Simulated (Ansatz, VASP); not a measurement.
**MgO in VASP and in Ansatz**

```
Mg O
1.0
     0.00000    2.03813    2.03813
     2.03813    0.00000    2.03813
     2.03813    2.03813    0.00000
Mg O
1 1
Direct
  0.00000 0.00000 0.00000
  0.50000 0.50000 0.50000
```

Alike in both runs: task single point; functional PBE; k mesh 10 × 10 × 10; occupations gaussian, width 0.02 eV; no spin polarisation.

|  | VASP | Ansatz |
| --- | --- | --- |
| version | VASP 6.6.1 | Ansatz 0.2.0 |
| potentials or method | VASP PAW PBE potentials, release 64 (Mg, O) | scalar-relativistic, plane waves, PAW |
| plane-wave cutoff (eV) | 520 | 420 |
| valence electrons in the cell | 8 | 16 |

|  | VASP | Ansatz | Ansatz less VASP |
| --- | --- | --- | --- |
| gap on the k mesh at the Fermi level (eV) | 5.74 | 5.76 | +0.013 |
| least direct gap on the mesh (eV) | 5.74 | 5.76 | +0.013 |
| pressure (GPa) | 24.1 | 24.8 | +0.68 |

The two sets of potentials don't hold the same shells in valence.

Caveats: so large a pressure means that the cell lies far from this level's equilibrium, or that cutoff or potentials fall short (VASP). PBE gaps usually lie below the measured ones, often by a third to a half.
